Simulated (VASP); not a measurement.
# CoO (P3m1) in VASP: further runs, part 2 of 2

VASP 6.6.1.

**5. Single point, PBE, collinear spin, ferromagnetic start**

INCAR

```
PREC = Accurate
ENCUT = 450
EDIFF = 1E-6
ISMEAR = 0
SIGMA = 0.05
LREAL = F
LASPH = T
NELM = 100
ALGO = Normal
ISIF = 2
LWAVE = F
LCHARG = F
ISPIN = 2
MAGMOM = 2 2 0 0
LORBIT = 11
LMAXMIX = 4
GGA = PE
NBANDS = 27
ADDGRID = F
```

KPOINTS

```
Automatic mesh
0
Gamma
  10 10 6
```

POSCAR

```
CoO
1.0
    3.1976457435      0.0000000000      0.0000000000
   -1.5988228718      2.7692424462      0.0000000000
    0.0000000000      0.0000000000      5.2287097100
Co O
2 2
Direct
    0.3365030000      0.6381030000      0.5003980000
    0.0481210000      0.0161470000     -0.0014250000
    0.3062570000      0.6452830000      0.8672390000
    0.0541720000      0.0112240000      0.3867870000
```

Potentials or basis: VASP PAW PBE potentials, release 64 (Co, O).

Command:

```
cat potpaw_PBE.64/Co/POTCAR potpaw_PBE.64/O/POTCAR > POTCAR
mpirun -np 1 vasp_std > vasp.out
```

OUTCAR:

```text
PREC = Accurate
   ENCUT = 450
   EDIFF = 1E-6
   ISMEAR = 0
   LREAL = F
   LASPH = T
   NELM = 100
   ISIF = 2
   ISPIN = 2
   LORBIT = 11
   GGA = PE

 Found    304 irreducible k-points:

 Following reciprocal coordinates:
            Coordinates               Weight
  0.000000  0.000000  0.000000      1.000000
  0.100000  0.000000  0.000000      2.000000
  0.000000  0.100000  0.000000      2.000000
 -0.100000  0.100000  0.000000      2.000000
  0.200000  0.000000  0.000000      2.000000
  0.000000  0.200000  0.000000      2.000000
   k-points           NKPTS =    304   k-points in BZ     NKDIM =    304   number of bands    NBANDS=     27
   number of dos      NEDOS =    301   number of ions     NIONS =      4
   total plane-waves  NPLWV =  20736
   dimension x,y,z NGX =    24 NGY =   24 NGZ =   36
   dimension x,y,z NGXF=    48 NGYF=   48 NGZF=   72
   ions per type =               2   2
   NGX,Y,Z   is equivalent  to a cutoff of  12.48, 12.48, 11.45 a.u.
   NGXF,Y,Z  is equivalent  to a cutoff of  24.96, 24.96, 22.89 a.u.
 SYSTEM =  unknown system
   PREC   = accura    normal or accurate (medium, high low for compatibility)
   ISTART =      0    job   : 0-new  1-cont  2-samecut
   ICHARG =      2    charge: 1-file 2-atom 10-const
   ISPIN  =      2    spin polarized calculation?
   LNONCOLLINEAR =      F non collinear calculations
   LSORBIT =      F    spin-orbit coupling
   LASPH  =      T    aspherical Exc in radial PAW
   ENCUT  =  450.0 eV  33.07 Ry    5.75 a.u.   5.53  5.53  9.04*2*pi/ulx,y,z
   NELM   =    100;   NELMIN=  2; NELMDL= -5     # of ELM steps
   EDIFF  = 0.1E-05   stopping-criterion for ELM
   LREAL  =      F    real-space projection
   EDIFFG = 0.1E-04   stopping-criterion for IOM
   NSW    =      0    number of steps for IOM
   IBRION =     -1    ionic relax: 0-MD 1-quasi-New 2-CG
   NFREE  =      0    steps in history (QN), initial steepest desc. (CG)
   ISIF   =      2    stress and relaxation
   ISYM   =      2    0-nonsym 1-usesym 2-fastsym
   POTIM  = 0.5000    time-step for ionic-motion
   TEBEG  =    0.0;   TEEND  =   0.0 temperature during run
   PSTRESS=    0.0 pullay stress
   NELECT =      30.0000    total number of electrons
   NUPDOWN=      -1.0000    fix difference up-down
   EMIN   =  10.00;   EMAX   =-10.00  energy-range for DOS
   EFERMI =   0.00;   METHOD = LEGACY
   ISMEAR =     0;   SIGMA  =   0.05  broadening in eV -4-tet -1-fermi 0-gaus
   EFERMI_NEDOS =   21; number of points for ismear=-14 and -15
   IALGO  =     38    algorithm
   IMIX   =      4    mixing-type and parameters
     AMIX     =   0.40;   BMIX     =  1.00
     AMIX_MAG =   1.60;   BMIX_MAG =  1.00
  volume/ion in A,a.u.               =      11.58        78.11
  Fermi-wavevector in a.u.,A,eV,Ry     =   1.416620  2.677023 27.304329  2.006812
  Thomas-Fermi vector in A             =   2.537935
   LORBIT       =     11    0 simple, 1 ext, 2 COOP (PROOUT), +10 PAW based schemes
   GGA     = PE    functional components
   LHFCALC =     F    Hartree Fock is set to
   AEXX    =    0.0000 exact exchange contribution
   IVDW    =     0    specifies the selected vdW correction
   LEPSILON=     F    determine dielectric tensor
   LRPA    =     F    only Hartree local field effects (RPA)
 spin polarized calculation
 Gauss-broadening in eV      SIGMA  =   0.05
  energy-cutoff  :      450.00
  volume of cell :       46.30
 maximum number of plane-waves:      1038
 NGX is ok and might be reduce to    24
   NGX = 11   NGY = 11   NGZ = 19

 number of electron      30.0000002 magnetization       5.6865294

 Free energy of the ion-electron system (eV)
  ---------------------------------------------------
  ext. energy  EPLUGINS =         0.00000000
  ---------------------------------------------------
  free energy    TOTEN  =       -26.42484360 eV

  energy without entropy =      -26.42063943  energy(sigma->0) =      -26.42274152

 E-fermi :   5.9298     XC(G=0): -11.1243

 val. band max:        5.9289237432   @ k =   0.4000   0.3000   0.0000
 cond. band min:       5.9308954321   @ k =   0.0000   0.5000   0.5000
 fundamental gap:      0.0019716890
 Fermi energy:         5.9297610508

 spin component 1

 k-point     1 :       0.0000    0.0000    0.0000
  band No.  band energies     occupation
      1     -14.0883      1.00000
      2     -13.4656      1.00000
      3      -1.0914      1.00000
      4      -0.4556      1.00000
      5      -0.2645      1.00000
      6      -0.0837      1.00000
[... 19 lines left out ...]
     26      21.6208      0.00000
     27      22.1517      0.00000

 k-point     2 :       0.1000    0.0000    0.0000
  band No.  band energies     occupation
      1     -14.0422      1.00000
      2     -13.4428      1.00000
      3      -1.0186      1.00000
      4      -0.4398      1.00000
      5      -0.2623      1.00000
      6      -0.0867      1.00000
[... 19 lines left out ...]
     26      21.7726      0.00000
     27      22.0042      0.00000

 k-point     3 :       0.0000    0.1000    0.0000
  band No.  band energies     occupation
      1     -14.0361      1.00000
      2     -13.4425      1.00000
      3      -0.9901      1.00000
      4      -0.5486      1.00000
      5      -0.2074      1.00000
      6      -0.1214      1.00000
[... 54 lines left out ...]
      1     -13.9152      1.00000
      2     -13.3828      1.00000
      3      -0.8726      1.00000
      4      -0.4329      1.00000
      5      -0.3294      1.00000
      6      -0.2162      1.00000
[... 19 lines left out ...]
     26      21.2971      0.00000
     27      21.4710      0.00000

 k-point     6 :       0.0000    0.2000    0.0000
  band No.  band energies     occupation
      1     -13.8923      1.00000
      2     -13.3820      1.00000
      3      -0.7733      1.00000
      4      -0.7063      1.00000
      5      -0.2322      1.00000
      6      -0.0354      1.00000
[... 19 lines left out ...]
     26      20.7916      0.00000
     27      21.6614      0.00000

 [... further k-points ...]

 spin component 2

 k-point     1 :       0.0000    0.0000    0.0000
  band No.  band energies     occupation
      1     -13.5443      1.00000
      2     -12.8887      1.00000
      3      -0.5530      1.00000
      4       0.7057      1.00000
      5       0.9319      1.00000
      6       0.9778      1.00000
[... 19 lines left out ...]
     26      22.0838      0.00000
     27      23.1156      0.00000

 k-point     2 :       0.1000    0.0000    0.0000
  band No.  band energies     occupation
      1     -13.4959      1.00000
      2     -12.8646      1.00000
      3      -0.4702      1.00000
      4       0.7071      1.00000
      5       0.9226      1.00000
      6       0.9486      1.00000
[... 19 lines left out ...]
     26      22.3550      0.00000
     27      22.6435      0.00000

 k-point     3 :       0.0000    0.1000    0.0000
  band No.  band energies     occupation
      1     -13.4898      1.00000
      2     -12.8644      1.00000
      3      -0.4517      1.00000
      4       0.5593      1.00000
      5       0.8583      1.00000
      6       1.0148      1.00000
[... 54 lines left out ...]
      1     -13.3624      1.00000
      2     -12.8013      1.00000
      3      -0.2615      1.00000
      4       0.5425      1.00000
      5       0.7633      1.00000
      6       0.8366      1.00000
[... 19 lines left out ...]
     26      21.9608      0.00000
     27      21.9741      0.00000

 k-point     6 :       0.0000    0.2000    0.0000
  band No.  band energies     occupation
      1     -13.3394      1.00000
      2     -12.8014      1.00000
      3      -0.1730      1.00000
      4       0.2095      1.00000
      5       0.6359      1.00000
      6       1.1302      1.00000
[... 19 lines left out ...]
     26      21.4197      0.00000
     27      22.2801      0.00000

 [... further k-points ...]

------------------------ aborting loop because EDIFF is reached ----------------------------------------

  FORCE on cell =-STRESS in cart. coord.  units (eV):
  Direction    XX          YY          ZZ          XY          YZ          ZX
  --------------------------------------------------------------------------------------
  -------------------------------------------------------------------------------------
  Total       -0.8504000      1.9226342      0.3416054     -1.5662513      0.3304805     -0.1435190
  in kB      -29.4271359     66.5305925     11.8208687    -54.1983634     11.4359063     -4.9663118
  external PRESSURE =      16.3081084 kB  Pullay stress =       0.0000000 kB

 VOLUME and BASIS-vectors are now :
 -----------------------------------------------------------------------------
  energy-cutoff  :      450.00
  volume of cell :       46.30
      direct lattice vectors                 reciprocal lattice vectors
     3.197645743  0.000000000  0.000000000     0.312730077  0.180554794  0.000000000
    -1.598822872  2.769242446  0.000000000     0.000000000  0.361109588  0.000000000
     0.000000000  0.000000000  5.228709710     0.000000000  0.000000000  0.191251773

 POSITION                                       TOTAL-FORCE (eV/Angst)
 -----------------------------------------------------------------------------------
      0.05580      1.76706      2.61644         0.437781      0.849135     -0.048393
      0.12806      0.04471      5.22126        -0.581464     -0.319350      0.516729
     -0.05239      1.78695      4.53454         0.650497      0.376998      0.331331
      0.15528      0.03108      2.02240        -0.506813     -0.906782     -0.799667
 -----------------------------------------------------------------------------------
    total drift:                               -0.000033      0.000356     -0.000110

  FREE ENERGIE OF THE ION-ELECTRON SYSTEM (eV)
  ---------------------------------------------------
  free  energy   TOTEN  =       -26.4248436042 eV

  energy  without entropy=      -26.4206394329  energy(sigma->0) =      -26.42274152

 total charge

# of ion       s       p       d       tot
------------------------------------------
    1        0.367   0.475   7.212   8.055
    2        0.344   0.423   7.203   7.969
    3        1.563   3.452   0.000   5.015
    4        1.563   3.448   0.000   5.011
--------------------------------------------------
tot          3.838   7.798  14.414  26.050

 magnetization (x)

# of ion       s       p       d       tot
------------------------------------------
    1        0.020   0.059   2.361   2.440
    2        0.023   0.050   2.353   2.427
    3        0.021   0.293   0.000   0.314
    4        0.021   0.278   0.000   0.299
--------------------------------------------------
tot          0.086   0.680   4.714   5.480
```

OSZICAR:

```text
N       E                     dE             d eps       ncg     rms          rms(c)
DAV:   1     0.236841300408E+03    0.23684E+03   -0.12367E+04 32968   0.118E+03
DAV:   2    -0.637753744590E+01   -0.24322E+03   -0.21799E+03 33993   0.293E+02
DAV:   3    -0.314044375620E+02   -0.25027E+02   -0.23752E+02 36285   0.108E+02
[... 10 lines left out ...]
DAV:  14    -0.264247748198E+02   -0.16539E-03   -0.16463E-03 44778   0.355E-01    0.119E-01
DAV:  15    -0.264248566088E+02   -0.81789E-04   -0.31780E-04 44662   0.172E-01    0.746E-02
DAV:  16    -0.264248419528E+02    0.14656E-04   -0.10960E-04 49379   0.133E-01    0.263E-02
DAV:  17    -0.264248420584E+02   -0.10557E-06   -0.27645E-05 45291   0.461E-02    0.873E-03
DAV:  18    -0.264248432533E+02   -0.11949E-05   -0.53945E-06 25274   0.199E-02    0.558E-03
DAV:  19    -0.264248436042E+02   -0.35089E-06   -0.12696E-06 18398   0.106E-02
   1 F= -.26424844E+02 E0= -.26422742E+02  d E =-.420417E-02  mag=     5.6864
```

stdout:

```text
POSCAR found type information on POSCAR CoO
 POSCAR found :  2 types and       4 ions
 scaLAPACK will be used
 LDA part: xc-table for (Slater+PW92), standard interpolation
 POSCAR, INCAR and KPOINTS ok, starting setup
 FFT: planning ... GRIDC
 FFT: planning ... GRID_SOFT
 FFT: planning ... GRID
 WAVECAR not read
 entering main loop
```

It took 4 min on 1 thread of Intel Xeon 6975P-C (Granite Rapids), shared host; peak memory 0.51 GiB.

The run converged, but some of its settings lie outside the range that counts as converged, so its numbers aren't taken as properties of the crystal.

Results:

| Quantity | Value |
| --- | --- |
| Free energy | -26.4248 eV |
| Largest force | 1.311 eV/Å |
| Band gap on the k mesh | none (metal or under the smearing width) |
| Net moment | 5.69 μB per cell |
| Site moments | Co +2.44, +2.43; O +0.31, +0.30 μB |
| Valence electrons inside the program's atomic spheres | Co 8.05, 7.97; O 5.01 |

Caveat: the cutoff is under 1.25 times the usual one of these potentials, so pressure, stress and relaxed cells hold a basis-set (Pulay) error; semilocal functionals often make such compounds metallic where correlation or magnetic order opens a gap, which also shifts bond lengths.

**6. Single point, PBE, collinear spin, ferromagnetic start**

Edit INCAR of step 5 so:

```diff
@@ -3,3 +3,3 @@
 EDIFF = 1E-6
-ISMEAR = 0
+ISMEAR = -5
 SIGMA = 0.05
```

KPOINTS is that of step 5.

POSCAR

```
CoO
1.0
    3.1976457435      0.0000000000      0.0000000000
   -1.5988228718      2.7692424462      0.0000000000
    0.0000000000      0.0000000000      5.2287097100
Co O
2 2
Direct
    0.3333333333      0.6666666667      0.5033624100
    0.0000000000      0.0000000000      0.0034741400
    0.3333333333      0.6666666667      0.8715556000
    0.0000000000      0.0000000000      0.3716088500
```

Potentials or basis: VASP PAW PBE potentials, release 64 (Co, O).

Command:

```
cat potpaw_PBE.64/Co/POTCAR potpaw_PBE.64/O/POTCAR > POTCAR
mpirun -np 1 vasp_std > vasp.out
```

Wall time 68 s (1 thread of Intel Xeon 6975P-C (Granite Rapids), shared host); peak memory 0.25 GiB.

These settings aren't checked as converged: the numbers below hold their error.

What came out:

- Free energy: -26.6232 eV
- Largest force: 0.305 eV/Å
- Band gap on the k mesh: none (metal or under the smearing width)
- Net moment: 5.96 μB per cell
- Site moments: Co +2.53; O +0.32 μB
- Valence electrons inside the program's atomic spheres: Co 7.97; O 5.01

Caveat: the cutoff is under 1.25 times the usual one of these potentials, so pressure, stress and relaxed cells hold a basis-set (Pulay) error; semilocal functionals often make such compounds metallic where correlation or magnetic order opens a gap, which also shifts bond lengths; tetrahedron occupations give inexact forces and stress in metals.

**7. For comparison**

An earlier run on the cell as given: functional PBE; potentials or basis VASP PAW PBE potentials, release 64 (Co, O); cutoff 520 eV; k mesh 10 × 10 × 5; occupations fermi-dirac, width 0.05 eV; collinear spin, ferromagnetic start; starting moments [2.0, 2.0, 0.0, 0.0] μB.

- Pressure: 1.4 GPa
- Largest force: 0.310 eV/Å
- Band gap on the k mesh: none (metal or under the smearing width)
- Net moment: 5.85 μB per cell
- Site moments: Co +2.50; O +0.31 μB
- Valence electrons inside the program's atomic spheres: Co 7.97; O 5.00
